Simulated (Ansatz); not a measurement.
Moving the pressure in NiAl

The cell as given:

```cif
data_structure
_symmetry_space_group_name_H-M 'Cmmm'
_symmetry_Int_Tables_number 65
_cell_length_a 3.8774
_cell_length_b 3.9064
_cell_length_c 3.0994
_cell_angle_alpha 90.000
_cell_angle_beta 90.000
_cell_angle_gamma 90.000
_cell_volume 46.95
loop_
_atom_site_label
_atom_site_type_symbol
_atom_site_symmetry_multiplicity
_atom_site_Wyckoff_symbol
_atom_site_fract_x
_atom_site_fract_y
_atom_site_fract_z
_atom_site_occupancy
Ni1 Ni 2 c 0.50000 0.00000 0.50000 1
Al1 Al 2 a 0.00000 0.00000 0.00000 1
```

The cell comes from a database or a generator and needn't be the stable form of this composition.

Kept alike: task relaxation of cell and atoms; functional PBEsol; k mesh 10 × 10 × 9; occupations fermi-dirac, width 0.05 eV; collinear spin, ferromagnetic start. Program: Ansatz, all-electron LAPW, scalar-relativistic. The mesh is that of the run's cell of 2 atoms. No spin-orbit coupling.

```csv
"pressure, P (GPa)",volume (Å³/atom)
0,11.717
5,11.402
10,11.124
20,?
30,10.274
```

The relaxations keep at least the cell's symmetry (Cmmm). For a metal such a mesh leaves the last digits unconverged. The runs follow the start's structure, whether or not it is the stable one at these pressures. P is the pressure aimed at, which the runs meet within some hundredths to tenths of a GPa. The moments vanished: the runs ended non-magnetic.

Fit the rows shown and predict the run at 20 GPa.

Murnaghan's form V = V0 (1 + B′P/B0)^(-1/B′) through the rows shown has V0 = 11.7172, B0 = 173.2 GPa and B′ = 4.02 (largest miss 0.0005); at P = 20 it gives 10.657 Å³/atom. The run gave: volume 10.657 Å³/atom.
